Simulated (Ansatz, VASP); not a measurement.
## AlN: VASP beside Ansatz

```xyz
2
Lattice="0.0000 1.9671 1.9671 1.9671 0.0000 1.9671 1.9671 1.9671 0.0000" Properties=species:S:1:pos:R:3 pbc="T T T"
Al    0.0000    0.0000    0.0000
N     1.9671    1.9671    1.9671
```

Alike in both runs: task single point; functional PBE0; k mesh 6 × 6 × 6; no spin polarisation.

|  | VASP | Ansatz |
| --- | --- | --- |
| version | VASP 6.6.1 | Ansatz 0.2.0 |
| potentials or method | VASP PAW PBE potentials, release 64 (Al, N) | scalar-relativistic, plane waves, PAW |
| plane-wave cutoff (eV) | 520 | 520 |
| occupations | gaussian, width 0.01 eV | fixed |
| valence electrons in the cell | 8 | 8 |

|  | VASP | Ansatz | Ansatz less VASP |
| --- | --- | --- | --- |
| gap on the k mesh at the Fermi level (eV) | 7.25 | 7.17 | -0.084 |
| least direct gap on the mesh (eV) | 9.31 | 9.29 | -0.016 |
| pressure (GPa) | 23.6 | 23.4 | -0.22 |

Ansatz warned: «stress_exchange_threshold_loose».

Caveats: the k mesh is coarse (spacing up to 0.46 Å⁻¹), so the values aren't converged, least of all with exact exchange; so large a pressure means that the cell lies far from this level's equilibrium, or that cutoff or potentials fall short (VASP); the potentials were made for another functional, which shifts forces and pressure (VASP). A k mesh can miss the band edges.
